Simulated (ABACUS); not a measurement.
Wanted: the native input for an ABACUS 3.10.1 run.

| Item | Value |
| --- | --- |
| Task | band structure |
| Functional | M06-L |
| Potentials or basis | SG15 ONCV 1.2 PBE |
| Cutoff | 1238 eV |
| Density cutoff | 4952 eV |
| Basis | plane waves |
| Occupations | fermi-dirac, width 0.05 eV |
| Spin | no spin polarisation |
| Radial cutoff of the potentials (pseudo_rcut) | 10 bohr |
| Threshold of the eigensolver | 1e-07 Ry |
| Density | read from an earlier self-consistent run |
| Path | G-X-M-G-Z-P-N-Z1-M, X-P |
| Points for each segment of the path | 10 |
| SCF threshold on the density | 1e-08 |
| Max SCF steps | 100 |
| Eigensolver | dav |
| Mixing | broyden |
| Mixing share | 0.7 |
| Symmetry key | -1 |
| Bands | 24 |

Crystal: Ge.

```
Ge
1.0
    -2.57449    2.57449    1.39741
     2.57449   -2.57449    1.39741
     2.57449    2.57449   -1.39741
Ge
2
Cartesian
  0.0000 0.0000 1.3974
  2.5745 0.0000 0.6987
```

This isn't the form of Ge at room conditions, which is diamond.

These files were run (other wordings do the same):

INPUT

```
INPUT_PARAMETERS
suffix              Ge
calculation         nscf
basis_type          pw
pseudo_dir          ./
symmetry            -1
dft_functional      MGGA_X_M06_L+MGGA_C_M06_L
ecutwfc             91.0
pseudo_rcut         10
nspin               1
nbands              24
ks_solver           dav
smearing_method     fd
smearing_sigma      0.00367493
scf_thr             1e-08
scf_nmax            100
mixing_type         broyden
mixing_beta         0.7
mixing_tau          1
init_chg            file
pw_diag_thr         1e-07
out_band            1
kpar                4
```

STRU

```
ATOMIC_SPECIES
Ge 72.6300 Ge_ONCV_PBE-1.2.upf

LATTICE_CONSTANT
1.8897261246

LATTICE_VECTORS
-2.5744897190 2.5744897190 1.3974126432
2.5744897190 -2.5744897190 1.3974126432
2.5744897190 2.5744897190 -1.3974126432

ATOMIC_POSITIONS
Direct

Ge
0.0
2
0.5000000000 0.5000000000 0.0000000000 1 1 1
0.2500000000 0.7500000000 0.5000000000 1 1 1
```

KPT

```
K_POINTS
11
Line
0.00000000 0.00000000 0.00000000 10 // G
0.00000000 0.00000000 0.50000000 10 // X
-0.50000000 0.50000000 0.50000000 10 // M
0.00000000 0.00000000 0.00000000 10 // G
0.32365581 0.32365581 -0.32365581 10 // Z
0.25000000 0.25000000 0.25000000 10 // P
0.00000000 0.50000000 0.00000000 10 // N
-0.32365581 0.67634419 0.32365581 10 // Z1
-0.50000000 0.50000000 0.50000000 1 // M
0.00000000 0.00000000 0.50000000 10 // X
0.25000000 0.25000000 0.25000000 1 // P
```

Potentials or basis: SG15 ONCV 1.2 PBE, plane waves.

Launch:

```sh
$ OMP_NUM_THREADS=1 mpirun -np 4 abacus > log
```

Run time: 48 s on 4 MPI ranks on Intel(R) Xeon(R) Platinum 8488C (Sapphire Rapids), on a shared host, peak memory 0.48 GiB a rank.
